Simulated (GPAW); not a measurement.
# ZnSe (Stilleite) (F-43m) in GPAW: a series of runs

Runs on ZnSe (Stilleite). Level: PBE. Tasks: single point.

Program: GPAW 26.7.0. These are calculated values, not measurements. Logs are shortened: lines on timing, memory, paths and dates and some standing lists are left out, and cuts for length are marked. The log counts tension as positive stress, the text compression.

**Measured values to compare with.**

From “Alloy Disordering Effects on the Thermal Conductivity and Energy Gap Temperature Dependence of Cd1−xZnxSe Ternary Crystals Grown by the Bridgman Method”, 2023, pmc:10253836, for a bulk crystal of ZnSe at 300 K: band gap 2.695 ± 0.003 eV (an exciton energy, a little under the gap).

The runs below are set against these values where they give the same quantity.

### 1 Starting point

The structure is cubic, space group F-43m (No. 216). The conventional cell has a = 5.668 Å, b = 5.668 Å, c = 5.668 Å, α = 90.00°, β = 90.00°, γ = 90.00°. Se (site symmetry -43m) is surrounded by 4 Zn at 2.45 Å. Zn (site symmetry -43m) has 4 Se at 2.45 Å as nearest neighbours.

### 2 Single point, PBE

run.py

```python
from ase.dft.bandgap import bandgap
from ase.io import read, write
from ase.units import Bohr, GPa
from gpaw import GPAW, PW
from gpaw.elf import elf_from_dft_calculation

atoms = read('ZnSe.xyz')

calc = GPAW(mode=PW(600),
            xc='PBE',
            kpts={'size': (8, 8, 8), 'gamma': True},
            occupations={'name': 'methfessel-paxton', 'order': 0, 'width': 0.018000000000000002},
            nbands=18,
            convergence={'density': 1e-05, 'energy': 1e-05},
            maxiter=150,
            txt='gpaw.txt')
atoms.calc = calc
energy = atoms.get_potential_energy()
forces = atoms.get_forces()
stress = atoms.get_stress()
calc.write('gs.gpw')
write('result.traj', atoms)
print(f'Energy: {energy:.6f} eV')
print('Forces (eV/A):')
print(forces.round(4))
print('Stress (GPa):', (stress / GPa).round(3))
print('Fermi level:', round(calc.get_fermi_level(), 4), 'eV')
print(f'Gap: {bandgap(calc)[0]:.4f} eV, direct: {bandgap(calc, direct=True)[0]:.4f} eV')

# fields on the real-space grid
write('density.cube', atoms, data=calc.get_pseudo_density() * Bohr**3)
write('potential.cube', atoms, data=calc.get_electrostatic_potential())
write('elf.cube', atoms, data=elf_from_dft_calculation(calc).data)
```

ZnSe.xyz

```xyz
2
Lattice="0.0000000000 2.8338000000 2.8338000000 2.8338000000 0.0000000000 2.8338000000 2.8338000000 2.8338000000 0.0000000000" Properties=species:S:1:pos:R:3 pbc="T T T"
Se     4.2507000000      4.2507000000      4.2507000000
Zn     0.0000000000      0.0000000000      0.0000000000
```

Potentials or basis: GPAW PAW data sets (gpaw-data 1.2.1), pw.

On the command line:

```sh
$ OMP_NUM_THREADS=1 python run.py
```

gpaw.txt:

```text
__  _  _
 | _ |_)|_||  |
 |__||  | ||/\| - 26.7.0

Input parameters:
  mode=PW(ecut=600.0),
  convergence={'density': 1e-05, 'energy': 1e-05},
  kpts=MonkhorstPack(size=(8, 8, 8), gamma=True),
  maxiter=150,
  nbands=18,
  occupations=Occupations(name='methfessel-paxton', order=0, width=0.018000000000000002),
  xc=XC(name='PBE')

Diagonalizing LCAO Hamiltonian
Converting LCAO to pw mode

                    Se

       Zn

Atoms  # Å, Bohr magnetons
|   | symbol |        x |        y |        z |    initial magnetic moments |
|---|--------|----------|----------|----------|-----------------------------|
| 0 |     Se | 4.250700 | 4.250700 | 4.250700 | ( 0.0000,  0.0000,  0.0000) |
| 1 |     Zn | 0.000000 | 0.000000 | 0.000000 | ( 0.0000,  0.0000,  0.0000) |

Unit cell  # Å
| periodic |        x |        y |        z |  lengths |    angles |
|----------|----------|----------|----------|----------|-----------|
|      yes | 0.000000 | 2.833800 | 2.833800 | 4.007598 | 60.000000 |
|      yes | 2.833800 | 0.000000 | 2.833800 | 4.007598 | 60.000000 |
|      yes | 2.833800 | 2.833800 | 0.000000 | 4.007598 | 60.000000 |

Number of symmetries: 24
Symmetry operations  # r_c * U_cc + t_c -> r_c
|    | kind |            matrix            |
|----|------|------------------------------|
|  0 |  E   |  1, 0, 0,  0, 1, 0,  0, 0, 1 |
|  1 |  σ   |  1, 0, 0,  0, 0, 1,  0, 1, 0 |
|  2 |  σ   |  1, 0,-1,  0, 1,-1,  0, 0,-1 |
|  3 |  C3  |  1, 0,-1,  0, 0,-1,  0, 1,-1 |
|  4 |  C3  |  1,-1, 0,  0,-1, 1,  0,-1, 0 |
|  5 |  σ   |  1,-1, 0,  0,-1, 0,  0,-1, 1 |
|  6 |  σ   |  0, 1, 0,  1, 0, 0,  0, 0, 1 |
|  7 |  C3  |  0, 1, 0,  0, 0, 1,  1, 0, 0 |
|  8 |  C2  |  0, 1,-1,  1, 0,-1,  0, 0,-1 |
|  9 |  S4  |  0, 1,-1,  0, 0,-1,  1, 0,-1 |
| 10 |  C3  |  0, 0, 1,  1, 0, 0,  0, 1, 0 |
| 11 |  σ   |  0, 0, 1,  0, 1, 0,  1, 0, 0 |
| 12 |  S4  |  0, 0,-1,  1, 0,-1,  0, 1,-1 |
| 13 |  C3  |  0, 0,-1,  0, 1,-1,  1, 0,-1 |
| 14 |  S4  |  0,-1, 1,  1,-1, 0,  0,-1, 0 |
| 15 |  C2  |  0,-1, 1,  0,-1, 0,  1,-1, 0 |
| 16 |  C3  |  0,-1, 0,  1,-1, 0,  0,-1, 1 |
| 17 |  S4  |  0,-1, 0,  0,-1, 1,  1,-1, 0 |
| 18 |  S4  | -1, 1, 0, -1, 0, 1, -1, 0, 0 |
| 19 |  C3  | -1, 1, 0, -1, 0, 0, -1, 0, 1 |
| 20 |  C3  | -1, 0, 1, -1, 1, 0, -1, 0, 0 |
| 21 |  S4  | -1, 0, 1, -1, 0, 0, -1, 1, 0 |
| 22 |  σ   | -1, 0, 0, -1, 1, 0, -1, 0, 1 |
| 23 |  C2  | -1, 0, 0, -1, 0, 1, -1, 1, 0 |

BZ-sampling:
  Number of BZ points: 512
  Number of IBZ points: 29

  Monkhorst-Pack size: [8, 8, 8]
  Monkhorst-Pack shift: [0.0625, 0.0625, 0.0625]

K-points  # in reciprocal-cell coordinates
|     |                                coordinates |     weight |
|-----|--------------------------------------------|------------|
|   0 | (  0.00000000,   0.00000000,   0.00000000) | 0.00195312 |
|   1 | (  0.12500000,   0.12500000,   0.00000000) | 0.01171875 |
|   2 | (  0.12500000,   0.12500000,   0.12500000) | 0.01562500 |
|   3 | (  0.25000000,   0.12500000,   0.12500000) | 0.02343750 |
|   4 | (  0.25000000,   0.25000000,   0.00000000) | 0.01171875 |
|   5 | (  0.25000000,   0.25000000,   0.12500000) | 0.04687500 |
|   6 | (  0.25000000,   0.25000000,   0.25000000) | 0.01562500 |
|   7 | (  0.37500000,   0.25000000,  -0.37500000) | 0.04687500 |
|   8 | (  0.37500000,   0.25000000,   0.12500000) | 0.04687500 |
|   9 | (  0.37500000,   0.25000000,   0.25000000) | 0.04687500 |
| ... |                                            |            |
|  28 | (  0.50000000,   0.50000000,   0.50000000) | 0.00781250 |

Plane wave coefficients: 1540
Cutoff: 600.0 eV

Spin-components: 1 (collinear spins)
Bands:           18
Projectors:      11
Spin-degeneracy: 2
Datatype:        complex128

Parallelization:
  kpt:    1
  domain: 1
  band:   1

Density:
  Valence electrons: 18.0
  Components: 1
  Grid points: [24 24 24]
  Charge: 0.0  # |e|

Potential:
  Grid points: [24 24 24]

species:
  Se:
    name:    Selenium
    Z:       34.0
    valence: 6
    core:    28
    charge:  0.0  # [|e|]
    compensation charges:
      type: gauss
      rc: 0.27  # [Å]
      lmax: 2
    cutoffs:
      filter: 1.77  # [Å]
      core: 2.67  # [Å]
    projectors
    | kind |    occ | energy [eV] | rcut [Å] |
    |------|--------|-------------|----------|
    |   4s |  2.000 |     -17.277 |    0.847 |
    |   4p |  4.000 |      -6.512 |    1.005 |
    |    s |        |       9.935 |    0.847 |
    |    p |        |      20.699 |    1.005 |
    |    d |        |       0.000 |    0.847 |

    Using partial waves for Se as LCAO basis

  Zn:
    name:    Zinc
    Z:       30.0
    valence: 12
    core:    18
    charge:  0.0  # [|e|]
    compensation charges:
      type: gauss
      rc: 0.37  # [Å]
      lmax: 2
    cutoffs:
      filter: 2.14  # [Å]
      core: 2.28  # [Å]
    projectors
    | kind |    occ | energy [eV] | rcut [Å] |
    |------|--------|-------------|----------|
    |   4s |  2.000 |      -5.977 |    1.286 |
    |   4p |  0.000 |      -1.117 |    1.270 |
    |   3d | 10.000 |     -10.142 |    1.180 |
    |    s |        |      21.234 |    1.286 |
    |    p |        |      26.095 |    1.270 |
    |    d |        |      17.070 |    1.180 |

    Using partial waves for Zn as LCAO basis

Reference energy: -114964.858784  # eV

eigensolver:
  PPCG
  Converge bands: occupied
  niter=2

density mixing:
  MSR1-Mixer
  Pratt-step length: 0.05
  Maximum mixing coefficient: 0.75
  Old densities: 10
  SVD Regularization: 0.005
  Good broyden scale: 1.0
  Trust region scale: 1.0
  Backstep threshold: 4.0
  History deletion threshold: 6.0
  Fourier metric: weight=20.0, sigma=0.015

occupation numbers:
  Methfessel-Paxton:
    width: 0.0180  # eV
    order: 0

poisson solver:
  ecut: 4800.0  # eV

xc functional:
  name: PBE with 2 nearest neighbor stencil

convergence criteria:
[... 6 lines left out ...]
|iter     | |      energy | eigst |  dens |
|---------|-|-------------|-------|-------|
|iter:   1| |   -6.339548 | -0.25 |       |
|iter:   2| |   -6.282171 | -2.22 | -1.24 |
|iter:   3| |   -6.100369 | -1.65 | -1.28 |
|iter:   4| |   -6.100329 | -2.63 | -1.83 |
|iter:   5| |   -6.101408 | -3.71 | -2.31 |
|iter:   6| |   -6.101380 | -4.25 | -2.93 |
|iter:   7| |   -6.101403c| -5.24 | -3.51 |
|iter:   8| |   -6.101407c| -6.03 | -3.93 |
|iter:   9| |   -6.101407c| -8.14c| -5.04c|

Converged in 9 steps
Energy contributions relative to reference atoms: (reference = -114964.858784)

Energy contributions:
  Kinetic:          13.004586
  Coulomb:         -11.065266
  Zero:             -0.038423
  External:          0.000000
  Xc:               -8.002304
  Entropy:          -0.000000
  Spinorbit:         0.000000
  ----------------------------
  Free energy:      -6.101407
  Extrapolated:     -6.101407

dipole moment: (-7.090447, -7.090447, -7.090447)  # |e|*Ang

Fermi level: 4.353
Eigenvalues  # (at kpt = [0.000, 0.000, 0.000])
| band index |      eig [eV] | occ [0-2] |
|------------|---------------|-----------|
|          0 |        -9.375 |     2.000 |
|          1 |        -2.645 |     2.000 |
|          2 |        -2.645 |     2.000 |
|          3 |        -2.645 |     2.000 |
|          4 |        -2.279 |     2.000 |
|          5 |        -2.279 |     2.000 |
[... 10 lines left out ...]
|         16 |        16.945 |     0.000 |
|         17 |        16.945 |     0.000 |

Gap: 1.298 eV
Transition (v -> c):
  (s=0, k=0, n=8, [0.00, 0.00, 0.00]) -> (s=0, k=0, n=9, [0.00, 0.00, 0.00])
No difference between direct/indirect transitions

Forces  # eV/Ang
|       x |        y |        z |
|---------|----------|----------|
| 0.00000 |  0.00000 | -0.00000 |  # Se   0
| 0.00000 | -0.00000 |  0.00000 |  # Zn   1

Stress tensor  # eV/Ang^3
|         x |         y |         z |
|-----------|-----------|-----------|
| -0.013034 |  0.000000 |  0.000000 |
|  0.000000 | -0.013034 |  0.000000 |
|  0.000000 |  0.000000 | -0.013034 |

# Writing to gs.gpw (mode='')
```

Wall time 19 s (1 thread of Intel Xeon Platinum 8259CL at 2.50GHz (Skylake/Cascade Lake), shared host); peak memory 0.16 GiB.

Results:

| Item | Value |
| --- | --- |
| Free energy | -6.1014 eV |
| Pressure | 2.1 GPa |
| Band gap on the k mesh | 1.30 eV, direct |

### 3 Single point, PBE

run.py

```python
from ase import Atoms
from ase.dft.bandgap import bandgap
from ase.io import write
from ase.units import GPa
from gpaw import GPAW, PW

atoms = Atoms(['Se', 'Zn'],
              cell=[[0.0, 2.8338, 2.8338],
                    [2.8338, 0.0, 2.8338],
                    [2.8338, 2.8338, 0.0]],
              scaled_positions=[[0.75, 0.75, 0.75],
                                [0.0, 0.0, 0.0]],
              pbc=True)

calc = GPAW(mode=PW(600),
            xc='PBE',
            kpts={'size': (8, 8, 8), 'gamma': True},
            occupations={'name': 'methfessel-paxton', 'order': 0, 'width': 0.019000000000000003},
            nbands=18,
            convergence={'density': 1e-05, 'energy': 1e-05},
            maxiter=150,
            txt='gpaw.txt')
atoms.calc = calc
energy = atoms.get_potential_energy()
forces = atoms.get_forces()
stress = atoms.get_stress()
calc.write('gs.gpw')
write('result.traj', atoms)
print(f'Energy: {energy:.6f} eV')
print('Forces (eV/A):')
print(forces.round(4))
print('Stress (GPa):', (stress / GPa).round(3))
print('Fermi level:', round(calc.get_fermi_level(), 4), 'eV')
print(f'Gap: {bandgap(calc)[0]:.4f} eV, direct: {bandgap(calc, direct=True)[0]:.4f} eV')
```

Potentials or basis: GPAW PAW data sets (gpaw-data 1.2.1), pw.

On the command line:

```sh
$ OMP_NUM_THREADS=1 python run.py
```

gpaw.txt:

```text
__  _  _
 | _ |_)|_||  |
 |__||  | ||/\| - 26.7.0

Input parameters:
  mode=PW(ecut=600.0),
  convergence={'density': 1e-05, 'energy': 1e-05},
  kpts=MonkhorstPack(size=(8, 8, 8), gamma=True),
  maxiter=150,
  nbands=18,
  occupations=Occupations(name='methfessel-paxton', order=0, width=0.019000000000000003),
  xc=XC(name='PBE')

Diagonalizing LCAO Hamiltonian
Converting LCAO to pw mode

                    Se

       Zn

Atoms  # Å, Bohr magnetons
|   | symbol |        x |        y |        z |    initial magnetic moments |
|---|--------|----------|----------|----------|-----------------------------|
| 0 |     Se | 4.250700 | 4.250700 | 4.250700 | ( 0.0000,  0.0000,  0.0000) |
| 1 |     Zn | 0.000000 | 0.000000 | 0.000000 | ( 0.0000,  0.0000,  0.0000) |

Unit cell  # Å
| periodic |        x |        y |        z |  lengths |    angles |
|----------|----------|----------|----------|----------|-----------|
|      yes | 0.000000 | 2.833800 | 2.833800 | 4.007598 | 60.000000 |
|      yes | 2.833800 | 0.000000 | 2.833800 | 4.007598 | 60.000000 |
|      yes | 2.833800 | 2.833800 | 0.000000 | 4.007598 | 60.000000 |

Number of symmetries: 24
Symmetry operations  # r_c * U_cc + t_c -> r_c
|    | kind |            matrix            |
|----|------|------------------------------|
|  0 |  E   |  1, 0, 0,  0, 1, 0,  0, 0, 1 |
|  1 |  σ   |  1, 0, 0,  0, 0, 1,  0, 1, 0 |
|  2 |  σ   |  1, 0,-1,  0, 1,-1,  0, 0,-1 |
|  3 |  C3  |  1, 0,-1,  0, 0,-1,  0, 1,-1 |
|  4 |  C3  |  1,-1, 0,  0,-1, 1,  0,-1, 0 |
|  5 |  σ   |  1,-1, 0,  0,-1, 0,  0,-1, 1 |
|  6 |  σ   |  0, 1, 0,  1, 0, 0,  0, 0, 1 |
|  7 |  C3  |  0, 1, 0,  0, 0, 1,  1, 0, 0 |
|  8 |  C2  |  0, 1,-1,  1, 0,-1,  0, 0,-1 |
|  9 |  S4  |  0, 1,-1,  0, 0,-1,  1, 0,-1 |
| 10 |  C3  |  0, 0, 1,  1, 0, 0,  0, 1, 0 |
| 11 |  σ   |  0, 0, 1,  0, 1, 0,  1, 0, 0 |
| 12 |  S4  |  0, 0,-1,  1, 0,-1,  0, 1,-1 |
| 13 |  C3  |  0, 0,-1,  0, 1,-1,  1, 0,-1 |
| 14 |  S4  |  0,-1, 1,  1,-1, 0,  0,-1, 0 |
| 15 |  C2  |  0,-1, 1,  0,-1, 0,  1,-1, 0 |
| 16 |  C3  |  0,-1, 0,  1,-1, 0,  0,-1, 1 |
| 17 |  S4  |  0,-1, 0,  0,-1, 1,  1,-1, 0 |
| 18 |  S4  | -1, 1, 0, -1, 0, 1, -1, 0, 0 |
| 19 |  C3  | -1, 1, 0, -1, 0, 0, -1, 0, 1 |
| 20 |  C3  | -1, 0, 1, -1, 1, 0, -1, 0, 0 |
| 21 |  S4  | -1, 0, 1, -1, 0, 0, -1, 1, 0 |
| 22 |  σ   | -1, 0, 0, -1, 1, 0, -1, 0, 1 |
| 23 |  C2  | -1, 0, 0, -1, 0, 1, -1, 1, 0 |

BZ-sampling:
  Number of BZ points: 512
  Number of IBZ points: 29

  Monkhorst-Pack size: [8, 8, 8]
  Monkhorst-Pack shift: [0.0625, 0.0625, 0.0625]

K-points  # in reciprocal-cell coordinates
|     |                                coordinates |     weight |
[... 66 lines left out ...]
    core:    18
    charge:  0.0  # [|e|]
    compensation charges:
      type: gauss
      rc: 0.37  # [Å]
      lmax: 2
    cutoffs:
      filter: 2.14  # [Å]
      core: 2.28  # [Å]
    projectors
    | kind |    occ | energy [eV] | rcut [Å] |
    |------|--------|-------------|----------|
    |   4s |  2.000 |      -5.977 |    1.286 |
    |   4p |  0.000 |      -1.117 |    1.270 |
    |   3d | 10.000 |     -10.142 |    1.180 |
    |    s |        |      21.234 |    1.286 |
    |    p |        |      26.095 |    1.270 |
    |    d |        |      17.070 |    1.180 |

    Using partial waves for Zn as LCAO basis

Reference energy: -114964.858784  # eV

eigensolver:
  PPCG
  Converge bands: occupied
  niter=2

density mixing:
  MSR1-Mixer
  Pratt-step length: 0.05
  Maximum mixing coefficient: 0.75
  Old densities: 10
  SVD Regularization: 0.005
  Good broyden scale: 1.0
  Trust region scale: 1.0
  Backstep threshold: 4.0
  History deletion threshold: 6.0
  Fourier metric: weight=20.0, sigma=0.015

occupation numbers:
  Methfessel-Paxton:
    width: 0.0190  # eV
    order: 0

poisson solver:
  ecut: 4800.0  # eV

xc functional:
  name: PBE with 2 nearest neighbor stencil

convergence criteria:
[... 6 lines left out ...]
|iter     | |      energy | eigst |  dens |
|---------|-|-------------|-------|-------|
|iter:   1| |   -6.339548 | -0.25 |       |
|iter:   2| |   -6.282171 | -2.22 | -1.24 |
|iter:   3| |   -6.100369 | -1.65 | -1.28 |
|iter:   4| |   -6.100329 | -2.63 | -1.83 |
|iter:   5| |   -6.101408 | -3.71 | -2.31 |
|iter:   6| |   -6.101380 | -4.25 | -2.93 |
|iter:   7| |   -6.101403c| -5.24 | -3.51 |
|iter:   8| |   -6.101407c| -6.03 | -3.93 |
|iter:   9| |   -6.101407c| -8.14c| -5.04c|

Converged in 9 steps
Energy contributions relative to reference atoms: (reference = -114964.858784)

Energy contributions:
  Kinetic:          13.004586
  Coulomb:         -11.065266
  Zero:             -0.038423
  External:          0.000000
  Xc:               -8.002304
  Entropy:          -0.000000
  Spinorbit:         0.000000
  ----------------------------
  Free energy:      -6.101407
  Extrapolated:     -6.101407

dipole moment: (-7.090447, -7.090447, -7.090447)  # |e|*Ang

Fermi level: 4.353
Eigenvalues  # (at kpt = [0.000, 0.000, 0.000])
| band index |      eig [eV] | occ [0-2] |
|------------|---------------|-----------|
|          0 |        -9.375 |     2.000 |
|          1 |        -2.645 |     2.000 |
|          2 |        -2.645 |     2.000 |
|          3 |        -2.645 |     2.000 |
|          4 |        -2.279 |     2.000 |
|          5 |        -2.279 |     2.000 |
[... 10 lines left out ...]
|         16 |        16.945 |     0.000 |
|         17 |        16.945 |     0.000 |

Gap: 1.298 eV
Transition (v -> c):
  (s=0, k=0, n=8, [0.00, 0.00, 0.00]) -> (s=0, k=0, n=9, [0.00, 0.00, 0.00])
No difference between direct/indirect transitions

Forces  # eV/Ang
|        x |       y |        z |
|----------|---------|----------|
| -0.00000 | 0.00000 | -0.00000 |  # Se   0
|  0.00000 | 0.00000 |  0.00000 |  # Zn   1

Stress tensor  # eV/Ang^3
|         x |         y |         z |
|-----------|-----------|-----------|
| -0.013034 | -0.000000 |  0.000000 |
| -0.000000 | -0.013034 | -0.000000 |
|  0.000000 | -0.000000 | -0.013034 |

# Writing to gs.gpw (mode='')
```

stdout:

```text
Energy: -6.101407 eV
Forces (eV/A):
[[-0.  0. -0.]
 [ 0.  0.  0.]]
Stress (GPa): [-2.088 -2.088 -2.088 -0.     0.    -0.   ]
Fermi level: 4.3534 eV
Gap: 1.2983 eV, direct: 1.2983 eV
```

Wall time 19 s (1 thread of Intel Xeon Platinum 8259CL at 2.50GHz (Skylake/Cascade Lake), shared host); peak memory 0.16 GiB.

Results:

```
Free energy            : -6.1014 eV
Pressure               : 2.1 GPa
Band gap on the k mesh : 1.30 eV, direct
```

Levels at points of the mesh, in eV from the valence-band top:
```
           k point  band 7  band 8  band 9  band 10  band 11  band 12
(0.00, 0.00, 0.00)    0.00    0.00    0.00     1.30     5.81     5.81
(0.50, 0.50, 0.00)   -4.74   -2.18   -2.18     2.99     3.47    10.73
(0.50, 0.50, 0.50)   -5.22   -0.87   -0.87     2.55     6.39     6.39
```

(Continued in part 2 of 2.)
